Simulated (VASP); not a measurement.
Here is a VASP 6.6.1 calculation.

File INCAR:

```
SYSTEM = H18C10O11
  ALGO = Fast
  EDIFF = 1E-7
  ENCUT = 520
  GGA = PE
  ISIF = 2
  ISMEAR = -1
  IVDW = 12
  LASPH = .True.
  LCHARG = .False.
  LREAL = Auto
  LWAVE = .False.
  NBANDS = 87
  NELM = 100
  PREC = Accurate
  SIGMA = 0.05
```

The input KPOINTS:

```
k-points
0
Gamma
  1 1 1
  0 0 0
```

File POSCAR:

```
H18C10O11
1.0
    8.4832430000      0.0000000000      0.0000000000
    0.0000000000      8.4832430000      0.0000000000
    0.0000000000      0.0000000000      8.4832430000
C O H
10 11 18
Direct
    0.6271422379     -0.0815490020      0.1149442495
    0.5057735585      0.0314502367      0.1788466981
    0.4261931434      0.5293376601      0.1700646793
    0.3104119498      0.6303485589      0.0783544689
    0.5692280653      0.3613830230      0.7270686458
    0.6209417790      0.2756493006      0.5815228917
    0.9406544172      0.5248346652      0.3650726497
    0.8087591031      0.8280913325      0.6071263077
    0.1458640287      0.1967643742      0.4873725767
    0.3381371959      0.8587753528      0.6744354724
    0.3750334630      0.0610615539      0.0792975045
    0.1411842146      0.6144819853      0.1262606765
    0.6022225227      0.3784401791      0.4533172043
    1.0114881773      0.5294791155      0.4868774831
    0.8768462721      0.5266853726      0.2379278773
    0.7646486137      0.7462358440      0.7076185369
    0.8608618190      0.9027679627      0.4958127452
    0.0961896294      0.1669290860      0.6123719431
    0.1943478455      0.2259041737      0.3622317550
    0.4528574744      0.9353498420      0.6541719953
    0.2358296232      0.7632222724      0.6922824208
    0.4217019364      0.0977810019     -0.0270297574
    0.4497690329     -0.0123655541      0.2883331292
    0.5648429498      0.1424926764      0.2141633807
    0.7154339443     -0.1103823149      0.2070316741
    0.5685679404     -0.1806974055      0.0646804530
    0.6814139357     -0.0364836891     -0.0027348032
    0.1029912735      0.5366697618      0.0462558953
    0.3315830986      0.7557722913      0.0995609816
    0.3188521182      0.6184427347     -0.0504052519
    0.5434596180      0.5608704124      0.1089441856
    0.4173286089      0.5662692911      0.2916573296
    0.4016152785      0.3980553192      0.1874401099
    0.6311855030      0.3368758858      0.3555126265
    0.7423222463      0.2638613559      0.5782694189
    0.5715267145      0.1564731789      0.5444144415
    0.5962813985      0.3220938030      0.8499108183
    0.6385647564      0.4753606610      0.7282592282
    0.4395370968      0.3788999089      0.7209860663
```

Potentials or basis: VASP PAW PBE potentials, release 64 (C, O, H).

Launch:

```sh
$ cat potpaw_PBE.64/C/POTCAR potpaw_PBE.64/O/POTCAR potpaw_PBE.64/H/POTCAR > POTCAR
$ mpirun -np 1 vasp_gam > vasp.out
```

Problem. Predict the largest force.

Solution. 4.596 eV/Å.

Problem. Predict the pressure.

Solution. -1.1 GPa.

Problem. Predict the dispersion energy per atom.

Solution. -0.036 eV.

Problem. What does it give for the band gap on the k mesh?

Solution. 3.82 eV, direct.

Stress tensor (GPa, compression positive):
```
-0.63 -1.08  0.27
-1.08 -0.33  0.22
 0.27  0.22 -2.26
```

Caveat: the standard files for N, O and F lose accuracy on very short bonds.
